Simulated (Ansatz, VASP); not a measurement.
**One calculation of NaCl, two programs**

The input INCAR:

```
SYSTEM = NaCl
  PREC = Accurate
  ENCUT = 520
  EDIFF = 1E-6
  ISMEAR = 0
  SIGMA = 0.05
  LREAL = .FALSE.
  LASPH = .TRUE.
  NELM = 60
  ALGO = Normal
  ISIF = 2
  LWAVE = .FALSE.
  LCHARG = .FALSE.
  GGA = PE
  NBANDS = 14
```

Contents of KPOINTS:

```
Automatic mesh
0
G
  6 6 6
  0 0 0
```

The input POSCAR:

```
NaCl
1.0
    3.5897447500      0.0000000000      0.0000000000
    0.0000000000      3.5897447500      0.0000000000
    0.0000000000      0.0000000000      3.3270805000
Na Cl
1 1
Direct
    0.0000000000      0.0000000000      0.0000000000
    0.5000000000      0.5000000000      0.5000000000
```

Input for Ansatz:

```yaml
crystal:
  lattice:
    - [3.58974475, 0.0, 0.0]
    - [0.0, 3.58974475, 0.0]
    - [0.0, 0.0, 3.3270805]
  atoms:
    - { symbol: Na, position: [0.0, 0.0, 0.0] }
    - { symbol: Cl, position: [0.5, 0.5, 0.5] }
basis:
  ecutwfc: 420
kpoints:
  mp_grid: { grid: [6, 6, 6] }
hamiltonian:
  xc: pbe
scf:
  occupations: { method: gaussian, width: 0.05 }
output:
  forces: true
  stress: true
  eigenvalues: true
```

Change from the starting cell: strain +0.025 along x and y, -0.050 along z, atoms carried along.

Alike in both runs: task single point; functional PBE; k mesh 6 × 6 × 6; occupations gaussian, width 0.05 eV; no spin polarisation.

|  | VASP | Ansatz |
| --- | --- | --- |
| version | VASP 6.6.1 | Ansatz 0.2.0 |
| potentials or method | VASP PAW PBE potentials, release 64 (Na_pv, Cl) | scalar-relativistic, plane waves, PAW |
| plane-wave cutoff (eV) | 520 | 420 |
| valence electrons in the cell | 14 | 16 |

```tsv
	VASP	Ansatz	Ansatz less VASP
gap on the k mesh at the Fermi level (eV)	3.57	3.57	-0.001
least direct gap on the mesh (eV)	3.94	3.94	-0.001
pressure (GPa)	0.2	0.3	+0.05
largest component of the traceless stress (GPa)	4.02	4.02	+0.003
```

The two sets of potentials don't hold the same shells in valence.

A k mesh can miss the band edges.
